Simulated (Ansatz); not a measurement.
Starting cell, CsPbI$_{3}$ (cubic perovskite):

```
CsPbI3
1.0
    6.33267     0.00000     0.00000
    0.00000     6.33267     0.00000
    0.00000     0.00000     6.33267
Cs Pb I
1 1 3
Cartesian
  0.00000   0.00000   0.00000
  3.16634   3.16634   3.16634
  0.00000   3.16634   3.16634
  3.16634   3.16634   0.00000
  3.16634   0.00000   3.16634
```

Two-dimensional scan of atom 1 (Cs, nearest neighbour I at 4.478 Å; its periodic images, 6.3 Å or more away, move with it): u runs along (1.000, 0.000, 0.000), v along (0.000, 0.000, 1.000) (Cartesian). Cell and other atoms are fixed.

Computed with r2SCAN (plane waves to 500 eV, PAW, scalar-relativistic; Ansatz, a first-principles code). k mesh 4×4×4 (Γ-centred), Fermi-Dirac smearing 0.05 eV. Energies are smeared free energies. Points where atoms come too close for the PAW data are left out (x in tables, blank in figures). On this mesh the relaxed cell isn't quite at rest: it carries a pressure of 0.1 GPa (compression positive) at the zero of the scan. CsPbI3 was relaxed with its symmetry unable to fall. Spin-orbit coupling is left out, though I and Pb are heavy. This is a high-temperature form of CsPbI3. ΔE is measured from the undisplaced structure. Axes are in Å.

Question: Predict the ΔE (meV/cell) at all points of the grid u = -1.480, -0.987, -0.493, 0.000, 0.493, 0.987, 1.480 by v = -1.480, -0.987, -0.493, 0.000, 0.493, 0.987, 1.480.

Answer: ΔE (meV/cell), with u across and v down:

| v \ u | -1.480 | -0.987 | -0.493 | 0.000 | 0.493 | 0.987 | 1.480 |
|---|---|---|---|---|---|---|---|
| -1.480 | x | x | 655 | 353 | 655 | x | x |
| -0.987 | x | 692 | 196 | 86 | 196 | 692 | x |
| -0.493 | 655 | 196 | 37 | 8 | 37 | 196 | 655 |
| 0.000 | 353 | 86 | 8 | 0 | 8 | 86 | 353 |
| 0.493 | 655 | 196 | 37 | 8 | 37 | 196 | 655 |
| 0.987 | x | 692 | 196 | 86 | 196 | 692 | x |
| 1.480 | x | x | 655 | 353 | 655 | x | x |

(A displaced cell: forces are minus the slopes of the energy, force constants its curvatures, and phonons follow from these.)
